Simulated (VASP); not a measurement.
A run of VASP 6.6.1:

INCAR

```
SYSTEM = Cs
PREC = Accurate
ENCUT = 520
EDIFF = 1E-7
ISMEAR = 0
SIGMA = 0.1
LREAL = .False.
LASPH = .True.
NELM = 100
ALGO = Fast
ISIF = 2
LWAVE = .False.
LCHARG = .True.
GGA = PE
LELF = .True.
LVHAR = .True.
NBANDS = 36
```

The input KPOINTS:

```
regular mesh
0
Gamma
  2 2 2
  0 0 0
```

POSCAR

```
Cs
1.0
    9.2773293952      0.0000000000      0.0000000000
    0.0000000000     10.0837343727      0.0000000000
   -4.1613875221      0.0000000000      9.1737305918
Cs
6
Direct
    0.0000000000      0.0000000000      0.0000000000
    0.0000000000      0.5000000000      0.5000000000
    0.4250000000      0.3600000000      0.2650000000
    0.5750000000      0.8600000000      0.2350000000
    0.5750000000      0.6400000000      0.7350000000
    0.4250000000      0.1400000000      0.7650000000
```

Potentials or basis: VASP PAW PBE potentials, release 64 (Cs_sv).

Launch:

```console
$ cat potpaw_PBE.64/Cs_sv/POTCAR > POTCAR
$ mpirun -np 1 vasp_std > vasp.out
```

Hardware: 1 thread of Intel(R) Xeon(R) 6975P-C (Granite Rapids) (shared host).

Question: Estimate the wall time of this run.

Answer: Run time: 4.6 min on 1 thread of Intel(R) Xeon(R) 6975P-C (Granite Rapids), on a shared host, peak memory 0.9 GiB. Counts: scf iterations 18, k points 8.
